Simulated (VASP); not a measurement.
Here is a VASP 6.6.1 calculation.

Contents of INCAR:

```
SYSTEM = TlCl
PREC     = Accurate       ! precision mode
ENCUT    = 520            ! plane-wave cutoff, eV
EDIFF    = 1E-6           ! SCF threshold, eV
ISMEAR   = 1              ! smearing method
SIGMA    = 0.0164         ! smearing width, eV
LREAL    = .FALSE.        ! projectors in reciprocal space
LASPH    = .TRUE.         ! aspherical terms in the spheres
NELM     = 60             ! most SCF steps
ALGO     = Normal         ! electronic algorithm
ISIF     = 2              ! what is computed and relaxed
LWAVE    = .FALSE.        ! write WAVECAR
LCHARG   = .FALSE.        ! write CHGCAR
GGA      = PE             ! functional
NBANDS   = 17             ! bands
```

KPOINTS

```
regular mesh
0
G
  5 5 5
  0 0 0
```

The input POSCAR:

```
TlCl
1.0
    3.8947420000      0.0000000000      0.0000000000
    0.0000000000      3.8947420000      0.0000000000
    0.0000000000      0.0000000000      3.8947420000
Tl Cl
1 1
Direct
    0.0000000000      0.0000000000      0.0000000000
    0.5000000000      0.5000000000      0.5000000000
```

Potentials or basis: VASP PAW PBE potentials, release 64 (Tl_d, Cl).

Run with:

```bash
$ cat potpaw_PBE.64/Tl_d/POTCAR potpaw_PBE.64/Cl/POTCAR > POTCAR
$ mpirun -np 1 vasp_std > vasp.out
```

Question: Estimate the band gap on the k mesh.

Answer: 2.94 eV, direct.

Question: Estimate the pressure.

Answer: 0.0 GPa.

Caveat: spin-orbit coupling is left out, which as a rule narrows the gap of such compounds by several tenths of an eV; an odd mesh through Γ misses points on the zone boundary, where band edges often lie.
